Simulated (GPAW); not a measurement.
Crystal: FeO.

```
CELL_PARAMETERS angstrom
1.51768 0.87623 2.51579
-1.51768 0.87623 2.51579
0.00000 -1.75247 2.51579
ATOMIC_POSITIONS crystal
Fe 0.00000 0.00000 0.00000
O 0.50000 0.50000 0.50000
```

Base run:

- Program: GPAW 26.7.0
- Functional: r2SCAN
- Potentials or basis: GPAW PAW data sets (gpaw-data 1.2.1)
- Cutoff: 800 eV
- Basis: pw
- k mesh: 8 × 8 × 8
- Occupations: gaussian, width 0.05 eV
- Spin: collinear spin, ferromagnetic start
- Starting moments: [3.0, 0.0] μB
- Hubbard terms: Fe d U = 2 eV

Its results: band gap on the k mesh none (metal or under the smearing width); pressure -4.5 GPa; net moment 4.00 μB per cell; site moments Fe +3.70; O +0.19 μB.

The run is repeated on the same cell with these changes: functional from r2SCAN to PBE; hubbard terms from Fe d U = 2 eV to none. What comes out?

Band gap on the k mesh none (metal or under the smearing width); pressure 0.4 GPa; net moment 4.00 μB per cell; site moments Fe +3.55; O +0.24 μB.

Several settings changed at once, so the effect can't be laid on one alone.

Caveats: a cell with one magnetic atom can't hold antiferromagnetic order, which such compounds often take; the PAW data sets were made with another functional, which shifts forces and pressure a little (some runs); semilocal functionals often make such compounds metallic where correlation or magnetic order opens a gap, which also shifts bond lengths (some runs).
